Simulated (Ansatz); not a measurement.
Working through an equation of state with a fit of C, space group C2/m

Program: the Python package of Ansatz (0.2.0).

Run as a notebook:

```python
import ansatz as az
from ase.eos import EquationOfState
from ase.units import GPa
import numpy as np
```

```python
SMEARING = 'Fermi-Dirac'
SMEARING_WIDTH = 0.15
FUNCTIONAL = 'r2scan'
ECUT = 600
KMESH = (14, 14, 8)
```

```python
VECTORS = np.array([
    [2.12732, -1.228282, 0.0],
    [2.12732, 1.228282, 0.0],
    [-1.37907, 0.0, 3.50283],
])
SITES = [
    ('C', (0.833356, 0.833356, 9.3e-05)),
    ('C', (0.166644, 0.166644, 0.999907)),
]


def crystal_on(cell):
    crystal = az.Crystal(lattice=az.Lattice.of(cell))
    for symbol, position in SITES:
        crystal = crystal.atom(symbol, position)
    return crystal
```

```python
# scale the volume, keep shape and fractions
volumes, energies, pressures = [], [], []
for scale in np.linspace(0.92, 1.08, 7):
    cell = VECTORS * scale ** (1 / 3)
    base = crystal_on(cell).calculation()
    base = base.pseudopotentials('paw')
    base = base.occupations(SMEARING, width=SMEARING_WIDTH).functional(FUNCTIONAL)
    base = base.basis(ECUT)
    base = base.kpoints(*KMESH)
    base = base.stress()
    r = base.run(threads=1, pin='off').report
    volumes.append(abs(np.linalg.det(cell)) / len(SITES))
    energies.append(r['free_energy_ev'] / len(SITES))
    pressures.append(np.trace(r['stress_gpa']) / 3)
    print(f'V = {volumes[-1]:8.4f} A^3/atom  F = {energies[-1]:.5f} eV/atom  P = {pressures[-1]:8.3f} GPa')
```

    V =   8.4205 A^3/atom  F = -251.61423 eV/atom  P =   26.341 GPa
    V =   8.6646 A^3/atom  F = -251.64662 eV/atom  P =   16.388 GPa
    V =   8.9086 A^3/atom  F = -251.66475 eV/atom  P =    7.584 GPa
    V =   9.1527 A^3/atom  F = -251.67025 eV/atom  P =   -0.207 GPa
    V =   9.3968 A^3/atom  F = -251.66458 eV/atom  P =   -7.107 GPa
    V =   9.6409 A^3/atom  F = -251.64900 eV/atom  P =  -13.217 GPa
    V =   9.8849 A^3/atom  F = -251.62467 eV/atom  P =  -18.629 GPa

```python
eos = EquationOfState(volumes, energies, eos='vinet')
v0, e0, bulk = eos.fit()
print(f'V0 = {v0:.4f} A^3/atom, E0 = {e0:.5f} eV/atom, B = {bulk / GPa:.1f} GPa')
```

    V0 = 9.1459 A^3/atom, E0 = -251.67025 eV/atom, B = 275.5 GPa

A third-order Birch-Murnaghan fit through the 7 points (the script's own form differs a little) has its minimum at 9.15 Å³ an atom, 0.1 % below the typed cell, with a bulk modulus of 275 GPa and dB/dP = 3.6. From that minimum the energy rises by 56.0 meV an atom on the compressed side and 45.6 meV on the expanded side.

Reading the output:
- Total energies depend on the potentials; only differences at equal settings carry meaning.
- Shape and fractional positions are held along the curve, so the bulk modulus is an upper value where they are free to relax, by a factor of two or more in layered or hydrogen-bonded cells.
- Within a few hundredths of an angstrom the cell has the higher group R-3m; the lower one is a small distortion.
- Pressure is positive in compression.
- Run time: 79 s on 1 thread of Arm Neoverse V1 (shared host), peak memory 0.57 GiB.
